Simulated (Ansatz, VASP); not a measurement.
# Nb: VASP beside Ansatz

```
Nb
1.0
     2.36203    0.00000    0.00000
     0.00000    2.36203    0.00000
     0.00000    0.00000    2.36203
Nb
1
Direct
  0.00000 0.00000 0.00000
```

Change from the starting cell: volume scaled by 0.7, LAPW.

Alike in both runs: task single point; functional LDA; k mesh 14 × 14 × 14; occupations fermi-dirac, width 0.05 eV; no spin polarisation.

|  | VASP | Ansatz |
| --- | --- | --- |
| version | VASP 6.6.1 | Ansatz 0.2.0 |
| potentials or method | VASP PAW LDA potentials, release 64 (Nb_sv), cutoff 520 eV | all-electron LAPW, scalar-relativistic |

Ansatz gave:

- pressure (GPa): 109.7

Question: Which values does VASP return?

Answer: Pressure (GPa): 110.2.

Ansatz ran all-electron here, so the differences hold the error of VASP's frozen core and of both bases.

Caveats: the cell as given lies far from equilibrium; so large a pressure means that the cell lies far from this level's equilibrium, or that cutoff or potentials fall short (VASP).
